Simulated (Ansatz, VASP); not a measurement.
# Two plane-wave programs on TaSi2

```
CELL_PARAMETERS angstrom
4.80501 0.00000 0.00000
-2.40251 4.16126 0.00000
0.00000 0.00000 6.59864
ATOMIC_POSITIONS crystal
Ta 0.50000 0.00000 0.00000
Ta 0.50000 0.50000 0.66667
Ta 0.00000 0.50000 0.33333
Si 0.15892 0.31783 0.00000
Si 0.84108 0.15892 0.66667
Si 0.68217 0.84108 0.33333
Si 0.84108 0.68217 0.00000
Si 0.15892 0.84108 0.66667
Si 0.31783 0.15892 0.33333
```

Alike in both runs: functional PBE; k mesh 9 × 9 × 6; occupations gaussian, width 0.1 eV; no spin polarisation.

Ansatz relaxed the structure, and its values are those at the end. VASP's run is a single point on that final structure, the one shown.

|  | VASP | Ansatz |
| --- | --- | --- |
| version | VASP 6.6.1 | Ansatz 0.2.0 |
| potentials or method | VASP PAW PBE potentials, release 64 (Ta_pv, Si) | scalar-relativistic, plane waves, PAW |
| plane-wave cutoff (eV) | 520 | 420 |
| valence electrons in the cell | 57 | 63 |

VASP gave:

| Quantity | Value |
| --- | --- |
| gap on the k mesh at the Fermi level (eV) | none |
| pressure (GPa) | 0.1 |

Q: Estimate Ansatz's values.

A: gap on the k mesh at the Fermi level (eV): none; pressure (GPa): 0.0.

A gap of «none» marks a metal or a gap that the smearing closes. The two sets of potentials don't hold the same shells in valence.

Spin-orbit coupling is left out, which matters for the levels of Ta.
